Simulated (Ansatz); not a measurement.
**SiC: changing the functional**

```cif
data_structure
_symmetry_space_group_name_H-M 'P 1'
_symmetry_Int_Tables_number 1
_cell_length_a 3.0760
_cell_length_b 3.0760
_cell_length_c 5.0480
_cell_angle_alpha 90.000
_cell_angle_beta 90.000
_cell_angle_gamma 120.000
_cell_volume 41.36
loop_
_atom_site_label
_atom_site_type_symbol
_atom_site_fract_x
_atom_site_fract_y
_atom_site_fract_z
_atom_site_occupancy
Si1 Si 0.66667 0.33333 0.50000 1
Si2 Si 0.33333 0.66667 0.00000 1
C1 C 0.66667 0.33333 0.88500 1
C2 C 0.33333 0.66667 0.38500 1
```

Kept alike: task projected density of states; k mesh 6 × 6 × 3; occupations fermi-dirac, width 0.05 eV; no spin polarisation. Program: Ansatz, Ansatz PAW. Cutoffs run from 420 to 500 eV. The mesh is that of the run's cell of 4 atoms. No spin-orbit coupling.

| functional | pressure (GPa) |
| --- | --- |
| BLYP | 8.25 |
| HSE06 | -0.99 |
| LDA | -3.97 |
| PBE | 3.71 |
| PBE0 | -1.15 |
| PBEsol | 0.27 |
| RPBE | 6.97 |
| r2SCAN | 0.19 |
| r2SCAN0 | -2.98 |
| revPBE | 6.16 |

Pressure is positive in compression, with a Pulay correction for the finite cutoff. All rows use potentials made for PBE.

Question: What does the functional change here?

Answer: The pressure runs from -3.97 (LDA) to 8.25 GPa (BLYP). From PBE: BLYP +4.54; HSE06 -4.70; LDA -7.68; PBE0 -4.86; PBEsol -3.44; RPBE +3.26; r2SCAN -3.52; r2SCAN0 -6.69; revPBE +2.45.
